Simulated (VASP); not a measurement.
## Ag: single point with PBE

Crystal: Ag.

```xyz
4
Lattice="2.7886 0.0000 0.0000 -1.3943 2.4150 0.0000 0.0000 0.0000 9.5120" Properties=species:S:1:pos:R:3 pbc="T T T"
Ag    0.0000    1.6100    2.3780
Ag    1.3943    0.8050    7.1340
Ag    0.0000    0.0000    0.0000
Ag    0.0000    0.0000    4.7560
```

The cell isn't the ideal one: strained and moved within a subgroup.

```
Program                : VASP 6.6.1
Task                   : single point
Functional             : PBE
Potentials or basis    : VASP PAW PBE potentials, release 64 (Ag)
Cutoff                 : 520 eV
k mesh                 : 18 × 18 × 4
Occupations            : gaussian, width 0.1 eV
Spin                   : no spin polarisation
Dipole correction      : no
Further INCAR settings : ALGO = Fast; EDIFF = 1e-07; NBANDS = 30
```

```json
{"Pressure": "13.6 GPa", "Band gap on the k mesh": "none (metal or under the smearing width)"}
```

Stress tensor (GPa, compression positive):
```
15.98  0.00  0.00
 0.00 15.98  0.00
 0.00  0.00  8.96
```

Levels at points of the mesh, in eV from the Fermi level:
```csv
k point,band 18,band 19,band 20,band 21,band 22,band 23,band 24,band 25,band 26,band 27
"(0.00, 0.00, 0.00)",-3.67,-3.67,-3.51,-3.51,-3.10,-3.10,-0.91,3.36,10.67,10.69
"(0.50, 0.00, 0.00)",-2.83,-2.81,-2.77,-0.21,0.68,1.23,1.78,4.82,4.86,7.55
"(0.00, 0.00, 0.50)",-3.88,-3.26,-3.26,-3.26,-3.26,-2.88,-2.88,6.13,6.13,14.92
"(0.50, 0.00, 0.50)",-2.87,-2.78,-2.78,0.30,0.30,1.57,1.57,5.11,5.11,6.77
```

Wall time 2.4 min on 1 thread of AMD EPYC 9R14 (Zen 4) (shared host), peak memory 0.27 GiB.
